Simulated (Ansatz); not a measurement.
# Ta in Ansatz: the effect of functional

Crystal: Ta.

```
CELL_PARAMETERS angstrom
2.88091 0.00000 0.00000
-1.44045 2.49494 0.00000
0.00000 0.00000 5.13160
ATOMIC_POSITIONS crystal
Ta 0.33333 0.66667 0.25000
Ta 0.66667 0.33333 0.75000
```

This isn't the form of Ta at room conditions, which is bcc.

The cell isn't the ideal one: volume scaled by 0.98.

Alike in all runs:

```yaml
Program: Ansatz 0.2.0
Task: single point
Potentials_or_basis: Ansatz PAW
k_mesh: 11 × 11 × 5
Occupations: fermi-dirac, width 0.05 eV
Spin: no spin polarisation
```

| functional | cutoff | pressure (GPa) |
| --- | --- | --- |
| LDA | 420 eV (not typed: the program's choice for these potentials) | ? |
| PBEsol | 420 eV (not typed: the program's choice for these potentials) | -3.7 |
| r2SCAN | 500 eV (not typed: the program's choice for these potentials) | 0.3 |

Task: What does the run with functional LDA give?

Result: Pressure -8.5 GPa.

Caveats: the PAW data sets come from PBE, with cores solved anew for the run's functional, which leaves a small shift of forces and pressure.
